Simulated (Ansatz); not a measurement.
Runs of Ansatz 0.2.0 on WS2. Symmetry: R3m, No. 160, trigonal system. Conventional cell: a = 3.158 Å, b = 3.158 Å, c = 18.490 Å, α = 90.00°, β = 90.00°, γ = 120.00°. W (site symmetry 3m) is surrounded by 6 S at 2.39 to 2.42 Å. S (site symmetry 3m) has 3 W at 2.42 Å as nearest neighbours. Around S (site symmetry 3m) lie 3 W at 2.39 Å. Measurements of this composition are mostly on another form, of space group No. 194.

```csv
potentials or basis,cutoff (eV),basis error allowed,gap on the mesh (eV),pressure (GPa),largest force (eV/Å)
"all-electron LAPW, inner shells corrected to Dirac's equation",265,0.002 eV/atom,1.02,-0.5,0.60
"all-electron LAPW, scalar-relativistic",265,0.002 eV/atom,1.02,-0.6,0.60
"all-electron LAPW, non-relativistic",262,0.002 eV/atom,0.92,(a),0.91
all-electron PAW datasets made for the crystal,300,-,1.02,-0.6,0.60
```

Alike in all rows: task band structure; level PBEsol; no spin polarisation; cell as given; k mesh 10 × 10 × 10; smearing fermi-dirac 0.05 eV.

Estimate the missing entries.

(a) 5.6.

Caveats: spin-orbit coupling is left out, which moves the levels of the heavy elements; relativity is left out, which matters for the heavier elements (some runs).

A k mesh can miss the band edges, and the runs leave out spin-orbit coupling on W.

The runs don't all hold the same shells in valence.
